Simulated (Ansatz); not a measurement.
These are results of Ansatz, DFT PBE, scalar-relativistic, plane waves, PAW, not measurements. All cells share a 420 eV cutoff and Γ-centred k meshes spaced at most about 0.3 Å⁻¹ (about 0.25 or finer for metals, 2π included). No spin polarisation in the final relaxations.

All energies are static (0 K, no zero-point motion).

Compare these two cells of Ge, each relaxed at this level.

A.

Space group P6/mmm (No. 191). a = 2.879 Å, b = 2.879 Å, c = 2.693 Å, α = 90.00°, β = 90.00°, γ = 120.00°
```json
{"atom": "Ge", "site": "1b", "symmetry": "6/mmm", "x": "0.0000", "y": "0.0000", "z": "0.5000"}
```

B.

Space group Pm-3m (No. 221). a = 2.711 Å, b = 2.711 Å, c = 2.711 Å, α = 90.00°, β = 90.00°, γ = 90.00°
```json
{"atom": "Ge", "site": "1b", "symmetry": "m-3m", "x": "0.5000", "y": "0.5000", "z": "0.5000"}
```

Question: Which is lower in energy, and by how much?

Answer: They are level within the accuracy (5 meV/atom apart, with A the lower in these runs). A has the simple hexagonal type, space group P6/mmm (No. 191), 19.3 Å³/atom and no gap on its mesh; B has the simple cubic type, space group Pm-3m (No. 221), 19.9 Å³/atom and no gap. Counting all near atoms (those within 1.25 times the shortest such distance or 1.15 times the sum of covalent radii, 1.27 where that leaves under three), A has Ge 8 and B has Ge 6. In A, around Ge lie 2 Ge at 2.69 Å and 6 Ge at 2.88 Å. In B, around Ge lie 6 Ge at 2.71 Å. Both come from invented guesses. The part of the Crystallography Open Database at hand lists Ge in space groups No. 64, 96, 227; no cell shown has one of them.

For metals, differences of a few meV/atom aren't resolved. Cells relaxed within their symmetry can be saddle points.
